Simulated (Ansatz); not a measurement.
Data:

```yaml
crystal:
  lattice:
    - [4.32491, 0.05424, 0.09454]
    - [0.05424, 4.49185, -0.02325]
    - [0.06158, -0.01514, 2.91159]
  atoms:
    - { symbol: Ge, position: [0.00000, 0.00000, 0.00000] }
    - { symbol: Ge, position: [0.50000, 0.50000, 0.50000] }
    - { symbol: O, position: [0.29693, 0.31489, 0.00295] }
    - { symbol: O, position: [0.79666, 0.18502, 0.50414] }
    - { symbol: O, position: [0.20334, 0.81498, 0.49586] }
    - { symbol: O, position: [0.70307, 0.68511, 0.99705] }
```

No spin polarisation.

Method: PBEsol (Ansatz, a quantum-chemistry and plane-wave program), no spin-orbit coupling. k-mesh 8×8×11 (Γ-centred); smearing 0.05 eV (Fermi–Dirac).

Question: Estimate the band gap.

Answer: 1.56 eV.

Question: What is the computed gap character?

Answer: Direct at Γ.

Question: Predict the stress (xx, yy, zz, yz, xz, xy; compression positive).

Answer: (3.34, -1.34, -3.37, 1.62, -6.07, -6.12) GPa.

The cells carry an imposed strain or load. No phonon test of stability was made. The cell was made from GeO₂ in the rutile structure (space group P4_2/mnm, No. 136) by this change: strain tensor (xx, yy, zz, yz, xz, xy) = (−2.33, +1.44, +0.95, −0.53, +2.14, +1.23) %.
